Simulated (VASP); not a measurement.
Input:

```
CELL_PARAMETERS angstrom
      4.48609     0.00000     0.00000
      0.00000     4.48609     0.00000
      0.00000     0.00000     2.90943
ATOMIC_POSITIONS crystal
  Ge 0.00000 0.00000 0.00000
  Ge 0.50000 0.50000 0.50000
  O  0.30691 0.30691 0.00000
  O  0.80691 0.19309 0.50000
  O  0.19309 0.80691 0.50000
  O  0.69309 0.69309 0.00000
```

These are PBE GGA, VASP's PBE PAW potentials (set 64) (plane waves; VASP 6.6.1) values and carry that method's errors. Numerical set-up: 520 eV cut-off, Gaussian smearing of 0.050 eV, potentials Ge_d O.

Problem. Give the energies of bands 15 to 28 at the high-symmetry points, in eV from the valence-band maximum.

Solution. 
```tsv
band	Γ	X	M	Z	R	A
15	-10.01	-8.20	-6.99	-9.07	-8.78	-9.91
16	-5.24	-8.20	-6.99	-9.07	-8.78	-9.91
17	-5.24	-3.81	-4.91	-5.57	-6.83	-6.44
18	-4.70	-3.81	-4.91	-5.57	-6.83	-6.44
19	-4.27	-3.77	-3.62	-4.98	-5.40	-3.55
20	-3.30	-3.77	-3.62	-4.98	-5.40	-3.55
21	-2.41	-2.71	-2.25	-3.55	-2.61	-3.46
22	-1.96	-2.71	-2.25	-3.55	-2.61	-3.46
23	-1.96	-1.78	-2.05	-2.12	-1.35	-1.30
24	-0.79	-1.78	-2.05	-2.12	-1.35	-1.30
25	-0.79	-0.80	-1.41	-1.79	-1.32	-1.10
26	0.00	-0.80	-1.41	-1.79	-1.32	-1.10
27	1.19	4.34	4.42	5.64	5.86	4.22
28	5.53	4.34	4.42	5.64	5.86	4.22
```

The gap is direct, 1.19 eV, from the valence maximum at Γ to the conduction minimum at Γ.

Measured: gap 4.68 eV (computed value off by -3.49 eV), as given by Kelsey A. Mengle et al., Journal of Applied Physics (2019), arXiv:1905.10301.

The compound is GeO2 in the rutile structure. It was relaxed first, which changed the volume by +6 %.
